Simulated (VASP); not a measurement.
# Sb2Se3 (P-3m1) in VASP: notebook

Runs on Sb2Se3. Level: PBE. Tasks: relaxation of cell and atoms.

Program: VASP 6.6.1. These are calculated values, not measurements. Logs are shortened: lines on timing, memory, paths and dates and some standing lists are left out, and cuts for length are marked.

### 1 Starting point

The structure is trigonal, space group P-3m1 (No. 164). Conventional cell: a = 4.104 Å, b = 4.104 Å, c = 9.152 Å, α = 90.00°, β = 90.00°, γ = 120.00°. Around Sb (site symmetry 3m) lie 6 Se at 2.78 to 2.93 Å. Around Se (site symmetry 3m) lie 3 Sb at 2.78 Å. Around Se (site symmetry -3m) lie 6 Sb at 2.93 Å.

The cell was built by a generator and needn't be a form met in nature.

### 2 Relaxation of cell and atoms, PBE

Input file INCAR:

```
SYSTEM = Sb2Se3
ALGO = Normal
EDIFF = 1E-6
EDIFFG = -0.01
ENCUT = 520
GGA = PE
IBRION = 2
ISIF = 3
ISMEAR = 0
KPAR = 4
LASPH = .True.
LCHARG = .False.
LREAL = .False.
LWAVE = .False.
NELM = 120
NSW = 90
PREC = Accurate
SIGMA = 0.1
```

Input file KPOINTS:

```
k-points
0
Gamma
  8 8 4
  0 0 0
```

Input file POSCAR:

```
Sb2Se3
1.0
    4.1039271400      0.0000000000      0.0000000000
   -2.0519635700      3.5541051600      0.0000000000
    0.0000000000      0.0000000000      9.1520000000
Sb Se
2 3
Direct
    0.6666666700      0.3333333300      0.8110795500
    0.3333333300      0.6666666700      0.1889204500
    0.6666666700      0.3333333300      0.3472465000
    0.3333333300      0.6666666700      0.6527535000
    0.0000000000      0.0000000000      0.0000000000
```

Potentials or basis: VASP PAW PBE potentials, release 64 (Sb, Se).

The run is started by

```bash
cat potpaw_PBE.64/Sb/POTCAR potpaw_PBE.64/Se/POTCAR > POTCAR
mpirun -np 4 vasp_std > vasp.out
```

OUTCAR:

```text
SYSTEM = Sb2Se3
   EDIFF = 1E-6
   EDIFFG = -0.01
   ENCUT = 520
   GGA = PE
   IBRION = 2
   ISIF = 3
   ISMEAR = 0
   LASPH = .True.
   LREAL = .False.
   NELM = 120
   NSW = 90
   PREC = Accurate

 ion  position               nearest neighbor table
   1  0.667  0.333  0.811-   4 2.78   4 2.78   4 2.78   5 2.93   5 2.93   5 2.93
   2  0.333  0.667  0.189-   3 2.78   3 2.78   3 2.78   5 2.93   5 2.93   5 2.93
   3  0.667  0.333  0.347-   2 2.78   2 2.78   2 2.78
   4  0.333  0.667  0.653-   1 2.78   1 2.78   1 2.78
   5  0.000  0.000  0.000-   1 2.93   2 2.93   1 2.93   2 2.93   1 2.93   2 2.93

  LATTYP: Found a hexagonal cell.
 ALAT       =     4.1039271400
 C/A-ratio  =     2.2300590843

  Lattice vectors:

 A1 = (   4.1039271400,   0.0000000000,   0.0000000000)
 A2 = (  -2.0519635700,   3.5541051600,   0.0000000000)
 A3 = (   0.0000000000,   0.0000000000,   9.1520000000)

Analysis of symmetry for initial positions (statically):
=====================================================================
 Subroutine PRICEL returns:
 Original cell was already a primitive cell.

 Routine SETGRP: Setting up the symmetry group for a
 hexagonal supercell.

 Subroutine GETGRP returns: Found 12 space group operations
 (whereof 12 operations were pure point group operations)
 out of a pool of 24 trial point group operations.

The static configuration has the point symmetry D_3d.

Analysis of symmetry for dynamics (positions and initial velocities):
=====================================================================
 Subroutine PRICEL returns:
 Original cell was already a primitive cell.

 Routine SETGRP: Setting up the symmetry group for a
 hexagonal supercell.

 Subroutine GETGRP returns: Found 12 space group operations
 (whereof 12 operations were pure point group operations)
 out of a pool of 24 trial point group operations.

The dynamic configuration has the point symmetry D_3d.

 Subroutine INISYM returns: Found 12 space group operations
 (whereof 12 operations are pure point group operations),
 and found     1 'primitive' translations

----------------------------------------------------------------------------------------

                                     Primitive cell

  volume of cell :     133.4891

  direct lattice vectors                    reciprocal lattice vectors
     4.103927140  0.000000000  0.000000000     0.243669043  0.140682388  0.000000000
    -2.051963570  3.554105160  0.000000000     0.000000000  0.281364775  0.000000000
     0.000000000  0.000000000  9.152000000     0.000000000  0.000000000  0.109265734

  length of vectors
     4.103927140  4.103927141  9.152000000     0.281364775  0.281364775  0.109265734

  position of ions in fractional coordinates (direct lattice)
     0.666666670  0.333333330  0.811079550
[... 87 lines left out ...]
   NSW    =     90    number of steps for IOM
   IBRION =      2    ionic relax: 0-MD 1-quasi-New 2-CG
   NFREE  =      1    steps in history (QN), initial steepest desc. (CG)
   ISIF   =      3    stress and relaxation
   ISYM   =      2    0-nonsym 1-usesym 2-fastsym
   POTIM  = 0.5000    time-step for ionic-motion
   TEBEG  =    0.0;   TEEND  =   0.0 temperature during run
   PSTRESS=    0.0 pullay stress
   NELECT =      28.0000    total number of electrons
   NUPDOWN=      -1.0000    fix difference up-down
   EMIN   =  10.00;   EMAX   =-10.00  energy-range for DOS
   EFERMI =   0.00;   METHOD = LEGACY
   ISMEAR =     0;   SIGMA  =   0.10  broadening in eV -4-tet -1-fermi 0-gaus
   EFERMI_NEDOS =   21; number of points for ismear=-14 and -15
   IALGO  =     38    algorithm
   IMIX   =      4    mixing-type and parameters
     AMIX     =   0.40;   BMIX     =  1.00
     AMIX_MAG =   1.60;   BMIX_MAG =  1.00
  volume/ion in A,a.u.               =      26.70       180.17
  Fermi-wavevector in a.u.,A,eV,Ry     =   0.972700  1.838136 12.873085  0.946145
  Thomas-Fermi vector in A             =   2.103020
   LORBIT       =      0    0 simple, 1 ext, 2 COOP (PROOUT), +10 PAW based schemes
   GGA     = PE    functional components
   LHFCALC =     F    Hartree Fock is set to
   AEXX    =    0.0000 exact exchange contribution
   IVDW    =     0    specifies the selected vdW correction
   LEPSILON=     F    determine dielectric tensor
   LRPA    =     F    only Hartree local field effects (RPA)
 conjugate gradient relaxation of ions
 non-spin polarized calculation
 Gauss-broadening in eV      SIGMA  =   0.10
  energy-cutoff  :      520.00
  volume of cell :      133.49
 maximum number of plane-waves:      3653
 NGX is ok and might be reduce to    32
   NGX = 15   NGY = 15   NGZ = 35

--------------------------------------- Ionic step        1  -------------------------------------------

 number of electron      28.0000000 magnetization

 Free energy of the ion-electron system (eV)
  ---------------------------------------------------
  ext. energy  EPLUGINS =         0.00000000
  ---------------------------------------------------
  free energy    TOTEN  =       -19.86550592 eV

  energy without entropy =      -19.86448864  energy(sigma->0) =      -19.86499728

 E-fermi :   5.1946     XC(G=0):  -9.4074

 val. band max:        5.1871856338   @ k =   0.0000   0.0000   0.0000
 cond. band min:       5.3648976972   @ k =   0.0000   0.0000   0.2500
 fundamental gap:      0.1777120634
 Fermi energy:         5.1946003259

 k-point     1 :       0.0000    0.0000    0.0000
  band No.  band energies     occupation
      1      -9.4664      2.00000
      2      -8.5049      2.00000
      3      -7.9475      2.00000
      4      -3.3393      2.00000
      5      -2.0271      2.00000
      6       2.7043      2.00000
[... 605 lines left out ...]
  FREE ENERGIE OF THE ION-ELECTRON SYSTEM (eV)
  ---------------------------------------------------
  free  energy   TOTEN  =       -20.0069116071 eV

  energy  without entropy=      -20.0064560842  energy(sigma->0) =      -20.00668385

[... ionic steps 4 to 32 ...]

--------------------------------------- Ionic step       33  -------------------------------------------

 number of electron      27.9999998 magnetization

------------------------ aborting loop because EDIFF is reached ----------------------------------------
[... 73 lines left out ...]
--------------------------------------- Ionic step       35  -------------------------------------------

 number of electron      27.9999999 magnetization

 Free energy of the ion-electron system (eV)
  ---------------------------------------------------
  ext. energy  EPLUGINS =         0.00000000
  ---------------------------------------------------
  free energy    TOTEN  =       -20.09773880 eV

  energy without entropy =      -20.09773192  energy(sigma->0) =      -20.09773536

 E-fermi :   3.9773     XC(G=0):  -8.8055

 val. band max:        3.7571151957   @ k =   0.0000   0.0000   0.0000
 cond. band min:       4.1835209002   @ k =   0.0000   0.0000   0.0000
 fundamental gap:      0.4264057044
 Fermi energy:         3.9772854865

 k-point     1 :       0.0000    0.0000    0.0000
  band No.  band energies     occupation
      1     -10.1431      2.00000
      2      -9.6048      2.00000
      3      -8.8648      2.00000
      4      -4.7367      2.00000
      5      -3.4367      2.00000
      6       1.7659      2.00000
[... 527 lines left out ...]
  FREE ENERGIE OF THE ION-ELECTRON SYSTEM (eV)
  ---------------------------------------------------
  free  energy   TOTEN  =       -20.0977388015 eV

  energy  without entropy=      -20.0977319157  energy(sigma->0) =      -20.09773536

 reached required accuracy - stopping structural energy minimisation
```

OSZICAR:

```text
N       E                     dE             d eps       ncg     rms          rms(c)
DAV:   1     0.157373746970E+03    0.15737E+03   -0.10720E+04  1260   0.129E+03
DAV:   2    -0.616345540050E+01   -0.16354E+03   -0.16063E+03  1672   0.204E+02
DAV:   3    -0.200211709147E+02   -0.13858E+02   -0.13564E+02  1538   0.651E+01
[... 297 lines left out ...]
       N       E                     dE             d eps       ncg     rms          rms(c)
DAV:   1    -0.200977264918E+02   -0.11807E-04   -0.36915E-03  1260   0.328E-01    0.258E-02
DAV:   2    -0.200977402209E+02   -0.13729E-04   -0.23887E-04  1580   0.792E-02    0.108E-02
DAV:   3    -0.200977389772E+02    0.12437E-05   -0.62550E-06  1522   0.147E-02    0.549E-03
DAV:   4    -0.200977388015E+02    0.17569E-06   -0.13283E-06   712   0.648E-03
  35 F= -.20097739E+02 E0= -.20097735E+02  d E =-.234568E-04
```

CONTCAR:

```text
Sb2Se3
   1.00000000000000
     4.0666920094355872   -0.0000000000000000    0.0000000000000000
    -2.0333460047177936    3.5218585909714681    0.0000000000000000
    -0.0000000000000001   -0.0000000000000000   10.4683540464345715
  Sb              Se
     2     3
Direct
     0.6666666699999979    0.3333333300000021    0.8191966252974576
     0.3333333300000021    0.6666666699999979    0.1808033747025424
     0.6666666699999979    0.3333333300000021    0.3294213781401433
     0.3333333300000021    0.6666666699999979    0.6705786218598564
     0.0000000000000000    1.0000000000000000    0.0000000000000000

  0.00000000E+00  0.00000000E+00  0.00000000E+00
  0.00000000E+00  0.00000000E+00  0.00000000E+00
  0.00000000E+00  0.00000000E+00  0.00000000E+00
  0.00000000E+00  0.00000000E+00  0.00000000E+00
  0.00000000E+00  0.00000000E+00  0.00000000E+00
```

Wall time 5.5 min (4 MPI ranks of Intel Xeon Platinum 8559C (Emerald Rapids), shared host); peak memory 0.31 GiB.

Results:

```yaml
Free_energy: -20.0977 eV
Relaxed_volume: 29.99 Å³/atom
Relaxed_cell: a = 4.067 Å, b = 4.067 Å, c = 10.468 Å, α = 90.00°, β = 90.00°, γ = 120.00°
Space_group_after_relaxing_to_0.05_Å: P-3m1 (No. 164)
Energy_gained_by_relaxing: 46.4 meV/atom
Ionic_steps: 35
Pressure_after_relaxing: 0.0 GPa
Band_gap_on_the_k_mesh: 0.43 eV, direct
```

The path:
```
step  energy change (eV)  largest force (eV/Å)  pressure (GPa)  volume (Å³)
   1              0.0000                0.5634            4.19       133.49
   2             -0.1118                0.3879           -2.16       147.41
   3             -0.1414                0.2305           -0.41       142.78
   4             -0.1806                0.1246           -0.32       142.83
   5             -0.2111                0.0912           -0.10       142.77
   6             -0.2111                0.0982           -0.09       142.77
   7             -0.2130                0.0794            0.13       142.34
   8             -0.2137                0.0537            0.44       141.76
   9             -0.2145                0.0465            0.42       141.89
  10             -0.2164                0.0737            0.33       142.27
  11             -0.2185                0.1282            0.18       143.02
  12             -0.2188                0.1547            0.10       143.38
  13             -0.2213                0.1341            0.05       143.95
  14             -0.2265                0.0750           -0.11       145.67
  15             -0.2266                0.1209           -0.36       149.14
  16             -0.2282                0.0435           -0.24       147.45
  17             -0.2294                0.0864            0.16       147.11
  18             -0.2295                0.0819            0.11       147.14
  19             -0.2309                0.0278            0.09       147.47
  20             -0.2311                0.0221            0.08       147.70
  21             -0.2313                0.0381           -0.06       148.23
  22             -0.2313                0.0384           -0.05       148.25
  23             -0.2315                0.0190           -0.03       148.38
  24             -0.2316                0.0266           -0.01       148.52
  25             -0.2316                0.0235            0.01       148.58
  26             -0.2318                0.0130            0.04       148.75
  27             -0.2318                0.0214            0.14       149.08
  28             -0.2319                0.0135            0.08       148.88
  29             -0.2319                0.0070            0.06       149.02
  30             -0.2320                0.0198           -0.04       149.43
  31             -0.2321                0.0184           -0.03       149.52
  32             -0.2322                0.0148           -0.03       149.78
  33             -0.2322                0.0143           -0.01       150.30
  34             -0.2322                0.0145           -0.02       149.99
  35             -0.2322                0.0016            0.02       149.93
```

Final structure:
```
Sb Se
1.0
     4.06669    0.00000    0.00000
    -2.03335    3.52186    0.00000
     0.00000    0.00000   10.46835
Sb Se
2 3
Direct
  0.66667 0.33333 0.81920
  0.33333 0.66667 0.18080
  0.66667 0.33333 0.32942
  0.33333 0.66667 0.67058
  0.00000 0.00000 0.00000
```

Caveat: spin-orbit coupling is left out, which moves the levels of the heavy elements; this functional lacks dispersion, which binds the layers, so the pressure and a relaxed spacing across them are unreliable. A k mesh can miss the band edges.

### 3 Relaxation of cell and atoms, PBE

This run uses another cell than the first one, of 29.99 Å³/atom, 1.123 times its volume.

INCAR, as its differences from that of step 2:

```diff
@@ -2,4 +2,4 @@
 ALGO = Normal
-EDIFF = 1E-6
-EDIFFG = -0.01
+EDIFF = 1E-7
+EDIFFG = -0.005
 ENCUT = 520
@@ -15,3 +15,4 @@
 NELM = 120
-NSW = 90
+NSW = 60
+POTIM = 0.3
 PREC = Accurate
```

KPOINTS is that of step 2.

Input file POSCAR:

```
Sb2Se3                                  
1.0
    4.0666920094     -0.0000000000      0.0000000000
   -2.0333460047      3.5218585910      0.0000000000
   -0.0000000000     -0.0000000000     10.4683540464
  Sb              Se            
     2     3
Direct
     0.6666666699999979    0.3333333300000021    0.8191966252974576
     0.3333333300000021    0.6666666699999979    0.1808033747025424
     0.6666666699999979    0.3333333300000021    0.3294213781401433
     0.3333333300000021    0.6666666699999979    0.6705786218598564
     0.0000000000000000    1.0000000000000000    0.0000000000000000
```

Potentials or basis: VASP PAW PBE potentials, release 64 (Sb, Se).

The run is started by

```bash
cat potpaw_PBE.64/Sb/POTCAR potpaw_PBE.64/Se/POTCAR > POTCAR
mpirun -np 4 vasp_std > vasp.out
```

Run time: 37 s. Hardware: 4 MPI ranks of Intel Xeon Platinum 8559C (Emerald Rapids), shared host; peak memory 0.31 GiB.

It converged, with:

```yaml
Free_energy: -20.0989 eV
Relaxed_volume: 30.00 Å³/atom
Relaxed_cell: a = 4.068 Å, b = 4.068 Å, c = 10.470 Å, α = 90.00°, β = 90.00°, γ = 120.00°
Space_group_after_relaxing_to_0.05_Å: P-3m1 (No. 164)
Energy_gained_by_relaxing: 0.0 meV/atom
Ionic_steps: 2
Pressure_after_relaxing: 0.0 GPa
Largest_force_after_relaxing: 0.004 eV/Å
Band_gap_on_the_k_mesh: 0.43 eV, direct
```

Forces on the atoms (eV/Å):
```
Sb   0.000  0.000  0.000
Sb   0.000  0.000  0.000
Se   0.000  0.000 -0.004
Se   0.000  0.000  0.004
Se   0.000  0.000  0.000
```

Final structure:
```cif
data_structure
_symmetry_space_group_name_H-M 'P 1'
_symmetry_Int_Tables_number 1
_cell_length_a 4.0675
_cell_length_b 4.0675
_cell_length_c 10.4698
_cell_angle_alpha 90.000
_cell_angle_beta 90.000
_cell_angle_gamma 120.000
_cell_volume 150.01
loop_
_atom_site_label
_atom_site_type_symbol
_atom_site_fract_x
_atom_site_fract_y
_atom_site_fract_z
_atom_site_occupancy
Sb1 Sb 0.66667 0.33333 0.81920 1
Sb2 Sb 0.33333 0.66667 0.18080 1
Se1 Se 0.66667 0.33333 0.32942 1
Se2 Se 0.33333 0.66667 0.67058 1
Se3 Se 0.00000 0.00000 0.00000 1
```

Levels at points of the mesh, in eV from the valence-band top:
| k point | band 10 | band 11 | band 12 | band 13 | band 14 | band 15 | band 16 | band 17 | band 18 |
| --- | --- | --- | --- | --- | --- | --- | --- | --- | --- |
| (0.00, 0.00, 0.00) | -1.60 | -1.48 | -1.16 | -1.16 | 0.00 | 0.43 | 1.50 | 1.50 | 2.33 |
| (0.50, 0.00, 0.00) | -2.64 | -2.34 | -1.76 | -1.37 | -0.48 | 1.26 | 2.30 | 2.50 | 3.06 |
| (0.00, 0.00, 0.50) | -1.55 | -1.18 | -1.18 | -0.72 | -0.59 | 0.60 | 1.51 | 1.51 | 2.34 |
| (0.50, 0.00, 0.50) | -2.71 | -2.09 | -1.36 | -1.29 | -0.80 | 1.10 | 2.13 | 2.29 | 3.27 |

Caveat: spin-orbit coupling is left out, which moves the levels of the heavy elements; this functional lacks dispersion, which binds the layers, so the pressure and a relaxed spacing across them are unreliable.
